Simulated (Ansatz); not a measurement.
**GaN: band gap under strain**

Aim: follow the gap of GaN built on the database structure prototype through these states: +6.0 % strain along z alone; -0.5 % equal strain in all directions. The table at the end shows which levels were run.

Program: Ansatz 0.2.0. PAW datasets, plane waves. No spin polarisation and no zero-point or thermal motion.

## Step 1: The structure to begin with

The unstrained cell was relaxed with r2SCAN; in each strained cell the atoms were relaxed again with r2SCAN. Names of k-points are those of the unstrained zone, where strain can split equivalent points. First state: +6.0 % strain along z alone.

The symmetry is I-4m2 (No. 119, tetragonal); conventional cell a = 3.180 Å, c = 4.767 Å, 12.05 Å³ an atom. Ga has 4 N at 1.99 Å; N has 4 Ga at 1.99 Å.

Coordinates:

```cif
data_structure
_symmetry_space_group_name_H-M 'I-4m2'
_symmetry_Int_Tables_number 119
_cell_length_a 3.1805
_cell_length_b 3.1805
_cell_length_c 4.7669
_cell_angle_alpha 90.000
_cell_angle_beta 90.000
_cell_angle_gamma 90.000
_cell_volume 48.22
loop_
_atom_site_label
_atom_site_type_symbol
_atom_site_symmetry_multiplicity
_atom_site_Wyckoff_symbol
_atom_site_fract_x
_atom_site_fract_y
_atom_site_fract_z
_atom_site_occupancy
Ga1 Ga 2 a 0.00000 0.00000 0.00000 1
N1 N 2 c 0.00000 0.50000 0.25000 1
```

## Step 2: +6.0 % strain along z alone: PBE

Contents of input.yaml:

```yaml
crystal:
  lattice:
    - [0.0, 2.248952624, 2.3834399909]
    - [2.248952624, 0.0, 2.3834399909]
    - [2.248952624, 2.248952624, 0.0]
  atoms:
    - { symbol: Ga, position: [0.0, 0.0, 0.0] }
    - { symbol: "N", position: [0.75, 0.75, 0.75] }
kpoints:
  mp_grid: { grid: [10, 10, 10] }
  band_path:
    path:
      - [0.0, 0.0, 0.0]
      - [-0.5, -0.5, 0.0]
      - [-0.375, -0.375, 0.25]
      - [-0.375, 0.0, 0.375]
      - [0.0, 0.0, 0.5]
      - [-0.5, -0.25, 0.25]
    npoints: 1
hamiltonian:
  xc: pbe
scf:
  occupations: { method: fermi_dirac, width: 0.02 }
  n_extra_bands: 4
output:
  forces: true
  stress: true
  eigenvalues: true
```

Launch:

```bash
$ ansatz run input.yaml --threads 4 --pin off --max-ram 3686MiB --backend cpu --events-out ev --progress --plain --runs-dir out
```

The runs that follow: +6.0 % strain along z alone: r2SCAN; +6.0 % strain along z alone: HSE06; -0.5 % equal strain in all directions: PBE; -0.5 % equal strain in all directions: r2SCAN; -0.5 % equal strain in all directions: HSE06.

Q: Predict the outcome of this session.

**Answer**, as computed:

Least gap in eV (negative: overlap):

| state | PBE | r2SCAN | HSE06 |
| --- | --- | --- | --- |
| +6.0 % strain along z alone | 1.27 | 1.67 | 2.46 |
| -0.5 % equal strain in all directions | 1.86 | 2.28 | 3.12 |

In words: Where both were run, the HSE06 gap lies +1.19 to +1.27 eV from PBE's, each on its own k points. In PBE the gap is least under +6.0 % strain along z alone (1.27 eV) and largest under -0.5 % equal strain in all directions (1.86 eV).
